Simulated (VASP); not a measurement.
Write an ASE script for VASP 6.6.1 that does the following.

```
Task                   : single point
Functional             : PBEsol
Potentials or basis    : VASP PAW PBE potentials, release 54 (Te, Cd)
Cutoff                 : 520 eV
k mesh                 : 7 × 7 × 7
Occupations            : gaussian, width 0.1 eV
Spin                   : no spin polarisation
Further INCAR settings : ALGO = Normal; EDIFF = 1.00e-06; NBANDS = 16
```

Crystal: CdTe.

```
Te Cd
1.0
     0.00000    3.20500    3.20500
     3.20500    0.00000    3.20500
     3.20500    3.20500    0.00000
Te Cd
1 1
Direct
  0.75000 0.75000 0.75000
  0.00000 0.00000 0.00000
```

One way to write it, as run:

run.py

```python
from ase import Atoms
from ase.calculators.vasp import Vasp
from ase.dft.bandgap import bandgap

atoms = Atoms(
    ['Te', 'Cd'],
    cell=[[0.0, 3.205, 3.205], [3.205, 0.0, 3.205], [3.205, 3.205, 0.0]],
    scaled_positions=[[0.75, 0.75, 0.75], [0.0, 0.0, 0.0]],
    pbc=True,
)
calc = Vasp(
    directory='calc',
    xc='pbesol',
    pp='PBE',
    setups='recommended',
    pp_version='54',
    prec='Accurate',
    encut=520,
    ediff=1e-06,
    ismear=0,
    sigma=0.1,
    lreal=False,
    lasph=True,
    nelm=80,
    algo='Normal',
    isif=2,
    lwave=False,
    lcharg=False,
    kpts=[7, 7, 7],
    gamma=True,
    nbands=16,
)
atoms.calc = calc

print('energy (eV):', atoms.get_potential_energy())
print('free energy (eV):', atoms.get_potential_energy(force_consistent=True))
print('forces (eV/A):')
print(atoms.get_forces())
print('stress (eV/A^3, Voigt):', atoms.get_stress())
print('Fermi level (eV):', calc.get_fermi_level())
gap, top, bottom = bandgap(calc)
print('band gap (eV):', gap, 'from (spin, k, band)', top, 'to', bottom)
```

Potentials or basis: VASP PAW PBE potentials, release 54 (Te, Cd).

Launch:

```sh
$ python run.py
```

Results of the run:

The pressure is 1.9 GPa and the band gap on the k mesh is 0.76 eV, direct.

Caveat: the PAW data sets were made with another functional, which shifts forces and pressure a little; spin-orbit coupling is left out, which moves the levels of the heavy elements.

It took 31 s on 1 thread of AMD EPYC 7R13 Processor (Zen 3), on a shared host, peak memory 0.18 GiB.
